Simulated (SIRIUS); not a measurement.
Set up this calculation in SIRIUS 7.10.0, as the native input.

| Item | Value |
| --- | --- |
| Task | single point |
| Functional | PBE |
| Potentials or basis | PseudoDojo 0.4.1 PBE standard (scalar relativistic) |
| Cutoff | 1254 eV |
| Density cutoff | 5016 eV |
| k mesh | 11 × 11 × 10 |
| Occupations | fermi-dirac, width 0.05 eV |
| Spin | no spin polarisation |
| Libxc names | ["XC_GGA_X_PBE", "XC_GGA_C_PBE"] |
| Energy tol | 1e-08 Ha |
| Density tol | 1e-06 |
| Mixer | anderson |
| Mixing beta | 0.7 |
| Max scf | 100 |
| Radial cutoff for the potentials' integrals | 6.5 bohr |

Crystal: CuO.

```xyz
2
Lattice="2.8363 0.0000 0.0000 -1.4182 2.4563 0.0000 0.0000 0.0000 2.7681" Properties=species:S:1:pos:R:3 pbc="T T T"
Cu    0.0271    0.0113   -0.0529
O     1.3653    0.8053    1.4051
```

The cell comes from a database or a generator and needn't be the stable form of this composition.

The cell isn't the ideal one: atoms moved at random, drawn with an rms of 0.05 Å.

These files were run (other wordings do the same):

sirius.json

```json
{
  "control": {
    "processing_unit": "cpu",
    "verbosity": 2,
    "num_bands_to_print": 20,
    "print_forces": true,
    "print_stress": true
  },
  "parameters": {
    "electronic_structure_method": "pseudopotential",
    "xc_functionals": ["XC_GGA_X_PBE", "XC_GGA_C_PBE"],
    "gk_cutoff": 9.6,
    "pw_cutoff": 19.2,
    "ngridk": [11, 11, 10],
    "shiftk": [0, 0, 0],
    "smearing": "fermi_dirac",
    "smearing_width": 0.0018374661,
    "num_bands": 20,
    "num_mag_dims": 0,
    "num_dft_iter": 100,
    "energy_tol": 1e-08,
    "density_tol": 1e-06
  },
  "iterative_solver": {
    "type": "davidson",
    "min_tolerance": 1e-09,
    "tolerance_scale": [0.1, 0.25]
  },
  "mixer": {
    "type": "anderson",
    "beta": 0.7,
    "max_history": 8
  },
  "settings": {
    "tol_ne": 1e-10,
    "pseudo_grid_cutoff": 6.5
  },
  "unit_cell": {
    "lattice_vectors": [
      [5.359877658299, 0.0, 0.0],
      [-2.679938819701, 4.641790215812, 0.0],
      [0.0, 0.0, 5.230975036276]
    ],
    "atom_coordinate_units": "lattice",
    "atom_types": ["Cu", "O"],
    "atom_files": {
      "Cu": "Cu.json",
      "O": "O.json"
    },
    "atoms": {
      "Cu": [
        [0.011865, 0.004601, -0.01911]
      ],
      "O": [
        [0.645275, 0.327836, 0.507611]
      ]
    }
  }
}
```

Potentials or basis: PseudoDojo 0.4.1 PBE standard (scalar relativistic).

Launch:

```sh
$ upf_to_json Cu.upf
$ upf_to_json O.upf
$ OMP_NUM_THREADS=1 sirius.scf --input=sirius.json --output=out.json --task=0
```

It gave:

- Pressure: 0.1 GPa
- Largest force: 0.271 eV/Å
- Band gap on the k mesh: none (metal or under the smearing width)

Caveat: an odd number of electrons without spin polarisation forces a metal; a magnetic or distorted state may lie lower; the run has no spin polarisation, though such a crystal can be magnetic; semilocal functionals often make such compounds metallic where correlation or magnetic order opens a gap, which also shifts bond lengths.

Run time: 6.2 min on 1 thread of Arm Neoverse V2, on a shared host, peak memory 2.1 GiB.
